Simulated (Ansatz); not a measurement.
## Deforming SnO

```
Sn O
1.0
     3.80200    0.00000    0.00000
     0.00000    3.80200    0.00000
     0.00000    0.00000    4.83600
Sn O
2 2
Direct
  0.00000 0.50000 0.23850
  0.50000 0.00000 0.76150
  0.00000 0.00000 0.00000
  0.50000 0.50000 0.00000
```

Atoms are numbered in the order listed.

The cell is COD entry 9008956, as deposited and not checked against the literature; nothing was relaxed.

Spin–orbit coupling is left out, though it moves levels of the heavy atoms by tenths of an eV or more.

Level of theory: DFT, PBE, all-electron LAPW, scalar-relativistic in Ansatz 0.2.0.

Sampling and basis: a Γ-centred 8×8×6 k mesh, Fermi–Dirac smearing of 0.01 eV, basis error target 1 meV/atom, no spin polarisation.

The unchanged cell is at 4.17 GPa.

In a metal, stresses and small energies carry noise from the k mesh.

x, y and z are the Cartesian axes of the cell as listed; fractional coordinates follow a strain, and an engineering shear is twice the off-diagonal strain component.

Problem. With this change (equal xy, yz and zx engineering shear strains of -3 %), what becomes of the energy and stress and forces?

Solution. Energy change +10 meV/atom; stress change (xx, yy, zz, yz, xz, xy) 0.27, 0.27, 0.24, 1.71, 1.71, 2.55 GPa, compression positive; change of the force on Sn1 (0.186, 0.186, 0.039) eV/Å.

Problem. With this change (equal xy, yz and zx engineering shear strains of -1 %), what becomes of the energy and stress and forces?

Solution. Energy change +1 meV/atom; stress change (xx, yy, zz, yz, xz, xy) 0.03, 0.03, 0.03, 0.56, 0.56, 0.84 GPa, compression positive; change of the force on Sn1 (0.061, 0.061, 0.005) eV/Å.

Problem. With this change (equal xy, yz and zx engineering shear strains of +2 %), what becomes of the energy and stress and forces?

Solution. Energy change +4 meV/atom; stress change (xx, yy, zz, yz, xz, xy) 0.13, 0.13, 0.10, -1.08, -1.08, -1.64 GPa, compression positive; change of the force on Sn1 (-0.120, -0.120, 0.015) eV/Å.

Problem. With this change (equal xy, yz and zx engineering shear strains of -2 %), what becomes of the energy and stress and forces?

Solution. Energy change +4 meV/atom; stress change (xx, yy, zz, yz, xz, xy) 0.11, 0.11, 0.10, 1.12, 1.12, 1.69 GPa, compression positive; change of the force on Sn1 (0.123, 0.123, 0.018) eV/Å.

Problem. With this change (equal xy, yz and zx engineering shear strains of +1 %), what becomes of the energy and stress and forces?

Solution. Energy change +1 meV/atom; stress change (xx, yy, zz, yz, xz, xy) 0.03, 0.03, 0.03, -0.55, -0.55, -0.83 GPa, compression positive; change of the force on Sn1 (-0.060, -0.060, 0.004) eV/Å.

With equal xy, yz and zx engineering shear strains of +3 %: energy change +10 meV/atom; stress change (xx, yy, zz, yz, xz, xy) 0.29, 0.29, 0.22, -1.60, -1.60, -2.44 GPa, compression positive; change of the force on Sn1 (-0.179, -0.179, 0.032) eV/Å.
